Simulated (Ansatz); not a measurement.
Structure from Materials Project entry mp-1184502 (possibly hypothetical), not relaxed further. The listed cell was then made from it by scaling, straining or moving an atom.

An input for In: DFT, PBE, all-electron PAW with datasets made for the crystal, scalar-relativistic (Ansatz 0.2.0).

Command: `ansatz run input.yaml --threads 1 --pin off --max-ram 6144MiB --backend cpu --events-out ev --progress --plain --runs-dir out` The run took 67 s on 1 thread of Arm Neoverse V2 (shared host), peak memory 1.3 GiB.

```yaml
crystal:
  lattice:
    - [1.6584308627, 0.957495505, 8.1523779443]
    - [-1.6584308627, 0.957495505, 8.1523779443]
    - [0.0, -1.9149910101, 8.1523779443]
  atoms:
    - { symbol: In, position: [0.0, 0.0, 0.0] }
    - { symbol: In, position: [0.77801224, 0.77801224, 0.77801224] }
    - { symbol: In, position: [0.22198776, 0.22198776, 0.22198776] }
kpoints:
  mp_grid: { grid: [14, 14, 14] }
scf:
  occupations: { method: fermi_dirac, width: 0.05 }
hamiltonian:
  xc: pbe
  pseudopotentials: { kind: all_electron, datasets: crystal }
output:
  forces: true
  stress: true
  eigenvalues: true
  efg: { contact_densities: true }
```

The results part of the log:

```
SCF 1 converged in 9 iterations: F = -480137.869813 eV  dr2 = 4.93e-9
  Residual-converged pass: ⟨swp⟩=2.5  Hψ=12988  notcnv=0  max |occ|·‖R‖ = 6.5e-6 eV (tolerance 6.5e-6 eV)  dr2=4.88e-9  dr2_onsite=5.49e-10  max |Δocc| = 9.8e-10
  greatest PAW one-centre occupation: 0.981 electrons in one spin orbital (limit 2), on the In atom at site 0 (counted from 0), in its partial waves of l = 2
SCF converged after 9 iterations
Free energy (F): -480137.869813 eV
Harris-Foulkes:  -480137.869813 eV  (|F-HF|=2.33e-10)
Internal energy: -480137.857079 eV  (E = F + TS)
E sigma→0 (E₀):  -480137.863446 eV
Entropy (-TS):   -0.012733 eV (-4.244 meV/atom)
Past the cutoff: the bands carry plane waves up to 1.75 times it, of which those up to 1.5 times it add -0.000257 eV an atom, each by itself; the spheres take 0.000474 eV an atom off the energy for waves past 1.75 times it
By the cutoff:   a pressure is off by up to 0.008 GPa (1.2 times the spheres' own share and the shells' term, over an atom's volume, and 0.004 GPa: a bound that held against runs at twice the plane waves)
Past the cutoffs: a stress includes 0.0004 GPa for waves and charges beyond them, in addition to the slope of what the spheres take
In the spheres:  the bands' charges fall short by 2.9e-6 e at most (sound up to 1e-3)
Fermi energy:    13.756850 eV
--- Per-component energies (eV) ---
  The terms above E_closure are by the made datasets' own strengths, without shells solved beside the bands.
--- Forces (eV/Å), atoms counted from 1 ---
  atom   1  In     0.00000000     0.00000000     0.00000000
  atom   2  In    -0.00000000     0.00000000    -0.02386295
  atom   3  In     0.00000000    -0.00000000     0.02386295
  max |Σ_I F_I| component: 3.07e-29 eV/Å
--- Stress (GPa, compression-positive) ---
        2.531706      -0.000000       0.000000
       -0.000000       2.531706      -0.000000
        0.000000      -0.000000       2.798678
  P = ⅓ Tr σ = 2.6207 GPa (26.207 kbar)
--- PAW observables at the nuclei: V_zz in 10²¹ V/m², potentials from the cell's mean, atoms counted from 1 ---
  atom   1  In V_zz =    +0.262126   η = 0.0000   by run symmetry: allowed
            electrostatic potential = -7940.518045 V   contact ρ = 1133022.298904 e/Å³
  atom   2  In V_zz =    -0.490002   η = 0.0000   by run symmetry: allowed
            electrostatic potential = -7940.521167 V   contact ρ = 1133020.783192 e/Å³
  atom   3  In V_zz =    -0.490002   η = 0.0000   by run symmetry: allowed
            electrostatic potential = -7940.521167 V   contact ρ = 1133020.783192 e/Å³
--- Band table (eV; the first three rows and the last of 288) ---
  k-point 0: bands = ["-0.9705", "-0.9690", "-0.9251", "-0.9170", "-0.9170", "-0.8947", "-0.8947", "-0.8814", "-0.8814", "-0.7816", "-0.7816", "-0.6459", "-0.6459", "-0.6356", "-0.6356", "4.1073", "6.5953", "6.6208", "14.2325", "14.2539", "22.6316", "22.6316", "22.7170", "22.7170"]
  k-point 1: bands = ["-0.9665", "-0.9652", "-0.9254", "-0.9195", "-0.9038", "-0.8879", "-0.8802", "-0.8796", "-0.8689", "-0.7878", "-0.7854", "-0.6603", "-0.6452", "-0.6410", "-0.6352", "4.2090", "6.5906", "6.8321", "14.1059", "14.5720", "21.1721", "21.8084", "21.9658", "22.3874"]
  k-point 2: bands = ["-0.9806", "-0.9647", "-0.9232", "-0.9066", "-0.8806", "-0.8718", "-0.8640", "-0.8407", "-0.8350", "-0.8002", "-0.7874", "-0.6875", "-0.6602", "-0.6438", "-0.6338", "4.5160", "6.7810", "7.2608", "14.1628", "15.0800", "18.9566", "19.8823", "21.0112", "21.5152"]
  k-point 287: bands = ["-0.9936", "-0.9376", "-0.9316", "-0.9165", "-0.9165", "-0.8958", "-0.8958", "-0.8851", "-0.8851", "-0.7414", "-0.7414", "-0.7189", "-0.7189", "-0.5986", "-0.5986", "4.7112", "4.7346", "9.3626", "10.2888", "19.5996", "19.6464", "22.2072", "22.2072", "23.6027"]
```
